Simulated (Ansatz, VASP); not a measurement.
# Cross-check of HfSiO4 (Hafnon) between VASP and Ansatz, part 2 of 2

One calculation is typed for both programs; each brings its own data sets. How far apart do they land? The cell is taken from a series of runs on this material, whose earlier steps may have relaxed, scaled, displaced or heated it; both programs get it as it stands.

VASP 6.6.1 and Ansatz 0.2.0.

So far: Starting point; Ansatz: relaxation of cell and atoms, PBE with D4.

### Step 3. VASP: relaxation of cell and atoms, PBE with D4

Level of this step: PBE with D4; plane waves and PAW (Hf_pv, Si, O) (VASP).

The same cell, functional, mesh and smearing now go to VASP, with its own data sets.

Lines of VASP's logs that name or quote its potential files are left out, and so is its time.

INCAR reads:

```
SYSTEM = HfSiO4
PREC = Accurate
ENCUT = 600
EDIFF = 1E-07
NELM = 120
ISMEAR = -1
SIGMA = 0.05
LREAL = .FALSE.
ALGO = Normal
GGA = PE
IVDW = 13
NBANDS = 50
LASPH = .TRUE.
LORBIT = 11
LWAVE = .FALSE.
LCHARG = .FALSE.
ISIF = 3
IBRION = 2
NSW = 80
EDIFFG = -0.005
GGA_COMPAT = .FALSE.
NELMIN = 4
EFERMI = MIDGAP
KPAR = 2
```

POSCAR reads:

```
HfSiO4
1.0
   -3.2862500000      3.2862500000      2.9816000000
    3.2862500000     -3.2862500000      2.9816000000
    3.2862500000      3.2862500000     -2.9816000000
Hf Si O
2 2 8
Direct
    0.7500000000      0.2500000000      0.5000000000
    0.0000000000      0.0000000000      0.0000000000
    0.2500000000      0.7500000000      0.5000000000
    0.5000000000      0.5000000000      0.0000000000
    0.1352999777      0.3197999396      0.8155000380
    0.0697999396      0.7542999016      0.6844999620
    0.5042999016      0.3197999396      0.1844999620
    0.0697999396      0.3852999777      0.3155000380
    0.6147000223      0.9302000604      0.6844999620
    0.6802000604      0.8647000223      0.1844999620
    0.2457000984      0.9302000604      0.3155000380
    0.6802000604      0.4957000984      0.8155000380
```

KPOINTS reads:

```
Automatic mesh
0
Gamma
6 6 6
0 0 0
```

Potentials, in the order of the species: Hf_pv, Si and O (PBE family, release 64).

Command:

```
> mpirun -np 2 vasp_std
```

Numbers of over 12 decimals in the logs are rounded to 6 here.

What it wrote:

```text
[banner, memory and clock lines left out]
running    2 mpi-ranks, on    1 nodes
 distrk:  each k-point on    1 cores,    2 groups
 distr:  one band on    1 cores,    1 groups

 POSCAR found type information on POSCAR HfSiO
 POSCAR found :  3 types and      12 ions
 LDA part: xc-table for (Slater+PW92), standard interpolation
 POSCAR, INCAR and KPOINTS ok, starting setup
 FFT: planning ... GRIDC
 FFT: planning ... GRID_SOFT
 FFT: planning ... GRID
 WAVECAR not read
 entering main loop
       N       E                     dE             d eps       ncg     rms          rms(c)
DAV:   1     0.499618116071E+03    0.49962E+03   -0.45993E+04  3000   0.166E+03
DAV:   2    -0.933919835072E+02   -0.59301E+03   -0.57428E+03  3666   0.389E+02
DAV:   3    -0.125260168473E+03   -0.31868E+02   -0.31712E+02  3632   0.857E+01
DAV:   4    -0.125668605239E+03   -0.40844E+00   -0.40779E+00  3904   0.106E+01
DAV:   5    -0.125673695959E+03   -0.50907E-02   -0.50888E-02  3712   0.111E+00    0.719E+01
DAV:   6    -0.108695400505E+03    0.16978E+02   -0.67343E+01  3398   0.374E+01    0.585E+01
DAV:   7    -0.108646807698E+03    0.48593E-01   -0.33069E+00  3786   0.840E+00    0.408E+01
DAV:   8    -0.108674764459E+03   -0.27957E-01   -0.61378E-01  3694   0.457E+00    0.120E+01
DAV:   9    -0.108624434988E+03    0.50329E-01   -0.22268E-01  3420   0.239E+00    0.267E+00
DAV:  10    -0.108624905090E+03   -0.47010E-03   -0.10276E-02  3808   0.549E-01    0.384E-01
DAV:  11    -0.108624815479E+03    0.89611E-04   -0.92666E-04  3606   0.155E-01    0.240E-01
DAV:  12    -0.108624934828E+03   -0.11935E-03   -0.15007E-04  3696   0.585E-02    0.729E-02
DAV:  13    -0.108624963219E+03   -0.28392E-04   -0.27611E-05  3752   0.275E-02    0.521E-02
DAV:  14    -0.108624963359E+03   -0.13973E-06   -0.13141E-06  3712   0.592E-03    0.654E-03
DAV:  15    -0.108624963542E+03   -0.18341E-06   -0.43752E-07  3384   0.318E-03    0.154E-03
DAV:  16    -0.108624963579E+03   -0.36895E-07   -0.20962E-08  2136   0.805E-04
   1 F= -.11101599E+03 E0= -.11101599E+03  d E =-.111016E+03
[... from here on, the cycles between the ionic steps are left out ...]
   2 F= -.11093516E+03 E0= -.11093516E+03  d E =0.808341E-01
   3 F= -.11104133E+03 E0= -.11104133E+03  d E =-.253342E-01
   4 F= -.11104132E+03 E0= -.11104132E+03  d E =-.253314E-01
   5 F= -.11104174E+03 E0= -.11104174E+03  d E =-.417212E-03
   6 F= -.11104174E+03 E0= -.11104174E+03  d E =-.420108E-03
   7 F= -.11104179E+03 E0= -.11104179E+03  d E =-.478709E-04
   8 F= -.11104180E+03 E0= -.11104180E+03  d E =-.545426E-04
   9 F= -.11104181E+03 E0= -.11104181E+03  d E =-.124326E-04
  10 F= -.11104181E+03 E0= -.11104181E+03  d E =-.127458E-04
 curvature:  -0.44 expect dE=-0.823E-05 dE for cont linesearch -0.550E-08
 trial: gam= 0.55935 g(F)=  0.150E-04 g(S)=  0.378E-05 ort = 0.733E-06 (trialstep = 0.808E+00)
 search vector abs. value=  0.330E-04
 bond charge predicted
       N       E                     dE             d eps       ncg     rms          rms(c)
DAV:   1    -0.108666552823E+03   -0.86732E-04   -0.50454E-03  3000   0.357E-01    0.361E-02
DAV:   2    -0.108666555265E+03   -0.24412E-05   -0.99076E-05  3540   0.491E-02    0.244E-02
DAV:   3    -0.108666551808E+03    0.34564E-05   -0.29798E-06  3774   0.109E-02    0.111E-02
DAV:   4    -0.108666551206E+03    0.60187E-06   -0.22370E-06  3604   0.842E-03    0.166E-03
DAV:   5    -0.108666551177E+03    0.28816E-07   -0.31544E-07  2834   0.283E-03
  11 F= -.11104182E+03 E0= -.11104182E+03  d E =-.770107E-05
 trial-energy change:   -0.000008  1 .order   -0.000008   -0.000016   -0.000001
 step:   0.8551(harm=  0.8466)  dis= 0.00031  next Energy=  -111.041818 (dE=-0.772E-05)
 reached required accuracy - stopping structural energy minimisation
```

Parts of OUTCAR (step 3):

```text
ion  position               nearest neighbor table
   1  0.750  0.250  0.500-   7 2.11  12 2.11  10 2.11   5 2.11   6 2.26  11 2.26   9 2.26   8 2.26
                             3 2.98   3 2.98   2 3.61   2 3.61   2 3.61   2 3.61
   2  0.000  0.000  0.000-   6 2.11  11 2.11   9 2.11   8 2.11   7 2.26  12 2.26   5 2.26  10 2.26
                             4 2.98   4 2.98   1 3.61   1 3.61   1 3.61   1 3.61
   3  0.250  0.750  0.500-   8 1.62   9 1.62   6 1.62  11 1.62   1 2.98   1 2.98
   4  0.500  0.500  0.000-   5 1.62  10 1.62   7 1.62  12 1.62   2 2.98   2 2.98
   5  0.135  0.320  0.816-   4 1.62   1 2.11   2 2.26
   6  0.070  0.754  0.684-   3 1.62   2 2.11   1 2.26
   7  0.504  0.320  0.184-   4 1.62   1 2.11   2 2.26
   8  0.070  0.385  0.316-   3 1.62   2 2.11   1 2.26
   9  0.615  0.930  0.684-   3 1.62   2 2.11   1 2.26
  10  0.680  0.865  0.184-   4 1.62   1 2.11   2 2.26
  11  0.246  0.930  0.316-   3 1.62   2 2.11   1 2.26
  12  0.680  0.496  0.816-   4 1.62   1 2.11   2 2.26

  LATTYP: Found a body centered tetragonal cell.
 ALAT       =     6.5725000000
 C/A-ratio  =     0.9072955496

 Subroutine GETGRP returns: Found 16 space group operations
 (whereof  8 operations were pure point group operations)

The static configuration has the point symmetry D_2d.
 The point group associated with its full space group is D_4h.

 Found     30 irreducible k-points:

   k-points           NKPTS =     30   k-points in BZ     NKDIM =     30   number of bands    NBANDS=     50

   dimension x,y,z NGX =    48 NGY =   48 NGZ =   48
   dimension x,y,z NGXF=    96 NGYF=   96 NGZF=   96

   ENCUT  =  600.0 eV  44.10 Ry    6.64 a.u.  11.03 11.03 11.03*2*pi/ulx,y,z

   NELECT =      76.0000    total number of electrons

 k-points in reciprocal lattice and weights: Automatic mesh
   0.00000000  0.00000000  0.00000000       0.005
   0.16666667  0.00000000  0.00000000       0.037
   0.33333333 -0.00000000  0.00000000       0.037
   0.50000000  0.00000000  0.00000000       0.019
   0.16666667  0.16666667 -0.00000000       0.037
   0.33333333  0.16666667  0.00000000       0.074
   0.50000000  0.16666667  0.00000000       0.074
  -0.33333333  0.16666667 -0.00000000       0.074
  -0.16666667  0.16666667  0.00000000       0.019
[...]
-0.33333333 -0.33333333  0.33333333       0.009
   0.50000000  0.50000000  0.50000000       0.005

 average (electrostatic) potential at core
       1 -37.7571       2 -37.7571       3 -84.4462       4 -84.4462       5 -70.3427
       6 -70.3427       7 -70.3427       8 -70.3427       9 -70.3427      10 -70.3427
      11 -70.3427      12 -70.3427

 E-fermi :   5.9651

 k-point     1 :       0.0000    0.0000    0.0000
  band No.  band energies     occupation
    ...
     34       2.5891      2.00000
     35       2.6834      2.00000
     36       2.6834      2.00000
     37       2.7063      2.00000
     38       3.2555      2.00000
     39       9.0591      0.00000
     40       9.3659      0.00000
     41       9.3707      0.00000
     42       9.4693      0.00000
     43       9.4693      0.00000
    ...

 k-point     2 :       0.1667    0.0000    0.0000
  band No.  band energies     occupation
    ...
     34       2.3938      2.00000
     35       2.6211      2.00000
     36       2.6998      2.00000
     37       2.8153      2.00000
     38       3.1990      2.00000
     39       9.0048      0.00000
     40       9.2738      0.00000
     41       9.4179      0.00000
     42       9.6027      0.00000
     43       9.8348      0.00000
    ...

 k-point     3 :       0.3333   -0.0000    0.0000
  band No.  band energies     occupation
    ...
     34       2.2262      2.00000
     35       2.4996      2.00000
     36       2.5242      2.00000
     37       2.9540      2.00000
     38       3.0952      2.00000
     39       8.9288      0.00000
     40       9.1633      0.00000
     41       9.5637      0.00000
     42       9.8697      0.00000
     43      10.3268      0.00000
    ...

  DFT-D4 for vdW energy calculation

  Edisp (eV):   -2.37527

  Total       0.00187     0.00187    -0.00067     0.00000     0.00000     0.00000
  in kB       0.02315     0.02315    -0.00827     0.00000     0.00000     0.00000
  external pressure =        0.01 kB  Pullay stress =        0.00 kB

  energy-cutoff  :      600.00
  volume of cell :      129.66
      direct lattice vectors                 reciprocal lattice vectors
    -3.290699359  3.290699359  2.993528496     0.000000000  0.151943385  0.167026972
     3.290699359 -3.290699359  2.993528496     0.151943385  0.000000000  0.167026972
     3.290699359  3.290699359 -2.993528496     0.151943385  0.151943385  0.000000000

 POSITION                                       TOTAL-FORCE (eV/Angst)
 -----------------------------------------------------------------------------------
     -0.00000      3.29070      1.49676         0.000000      0.000000      0.000000
      0.00000      0.00000      0.00000        -0.000000      0.000000     -0.000000
      3.29070     -0.00000      1.49676        -0.000000      0.000000      0.000000
      0.00000      0.00000      2.99353        -0.000000      0.000000     -0.000000
      3.29070      2.07122     -1.08627         0.000000     -0.000300     -0.000251
      4.51018      0.00000      0.41049         0.000300      0.000000     -0.000251
     -0.00000      1.21948      1.90726         0.000000      0.000300     -0.000251
      2.07122     -0.00000      0.41049        -0.000300      0.000000     -0.000251
      3.29070      1.21948      2.58304        -0.000000      0.000300      0.000251
      1.21948      0.00000      4.07980         0.000300     -0.000000      0.000251
      3.29070     -1.21948      2.58304        -0.000000     -0.000300      0.000251
      2.07122      3.29070      1.08627        -0.000300     -0.000000      0.000251
 -----------------------------------------------------------------------------------
    total drift:                               -0.000000     -0.000000      0.000000

  FREE ENERGIE OF THE ION-ELECTRON SYSTEM (eV)
  ---------------------------------------------------
  free  energy   TOTEN  =      -111.0418175960 eV

  energy  without entropy=     -111.0418175960  energy(sigma->0) =     -111.04181760

 reached required accuracy - stopping structural energy minimisation

 total charge
# of ion       s       p       d       tot
------------------------------------------
    1        0.290   6.593   1.370   8.253
    2        0.290   6.593   1.370   8.253
    3        0.666   1.006   0.000   1.672
    4        0.666   1.006   0.000   1.672
    5        1.553   3.618   0.000   5.171
    6        1.553   3.618   0.000   5.171
    7        1.553   3.618   0.000   5.171
    8        1.553   3.618   0.000   5.171
    9        1.553   3.618   0.000   5.171
   10        1.553   3.618   0.000   5.171
   11        1.553   3.618   0.000   5.171
   12        1.553   3.618   0.000   5.171
--------------------------------------------------
tot         14.338  44.141   2.740  61.218

[... 3 further parts left out ...]
```

CONTCAR:

```
HfSiO4
   1.00000000000000
    -3.2906993585377018    3.2906993585377018    2.9935284962878872
     3.2906993585377018   -3.2906993585377018    2.9935284962878872
     3.2906993585377018    3.2906993585377018   -2.9935284962878872
  Hf              Si              O
     2     2     8
Direct
     0.7500000000000000    0.2500000000000000    0.5000000000000000
     0.0000000000000000    0.0000000000000000    0.0000000000000000
     0.2500000000000000    0.7500000000000000    0.5000000000000000
     0.5000000000000000    0.5000000000000000    0.0000000000000000
     0.1332716641965349    0.3185632624422420    0.8147084016542978
     0.0685632624422421    0.7538548607879441    0.6852915983457022
     0.5038548607879441    0.3185632624422420    0.1852915983457020
     0.0685632624422421    0.3832716641965349    0.3147084016542981
     0.6167283358034652    0.9314367375577578    0.6852915983457022
     0.6814367375577578    0.8667283358034652    0.1852915983457020
     0.2461451392120559    0.9314367375577578    0.3147084016542981
     0.6814367375577578    0.4961451392120557    0.8147084016542978
```

The gap is read on the k-mesh alone, so it is an upper bound where the band edges lie off the mesh. Harder data sets than Hf_pv exist (the GW ones), and pressures, volumes and forces can shift noticeably with them. The run keeps the 16 symmetry operations of its start, so it cannot find a distortion of lower symmetry.

### Step 4. Differences

Known differences besides the potentials themselves: the data sets hold 108 valence electrons in Ansatz (on its PAW soft_1 files) and 76 in VASP; the cutoff is 420 eV in Ansatz and 600 eV in VASP; Ansatz adds a Pulay correction to the stress that steers its cell, VASP none. Total energies have different zeros and are not compared.

Compared:

| quantity | Ansatz | VASP | difference |
| --- | --- | --- | --- |
| volume (Å³) | 130.99 | 129.66 | +1.03 % |
| edge a after relaxation, in the typed setting (Å) | 5.553 | 5.533 | +0.35 % |

### Step 5. Summary of results

| Property | Result |
| --- | --- |
| difference in volume (relaxation of cell and atoms, PBE with D4) | 1.0 % |

What this shows: The difference in volume is 1.0 % (relaxation of cell and atoms, PBE with D4), within the 1.2 % picked in this series as the mark of a large difference, as far as the stopping tolerances let one tell. The data sets hold unlike numbers of valence electrons (108 in Ansatz and 76 in VASP), so part of the differences comes from the potentials. Such differences can come from data sets, numerical settings and the points named under the comparisons, not from the functional's error against experiment.

[Lines on the potential files, build, host, timing and source positions are cut from VASP's logs without a mark.]

[Logs are printed without paths, hosts, clocks, repeated set-up lines and the standing remarks that a program may print on its own settings, such as how far it seeks lower states.]

[Hosts, paths, dates, database ids (printed as entryN), source tags and the programs' standing remarks are cut or masked in the printed files.]
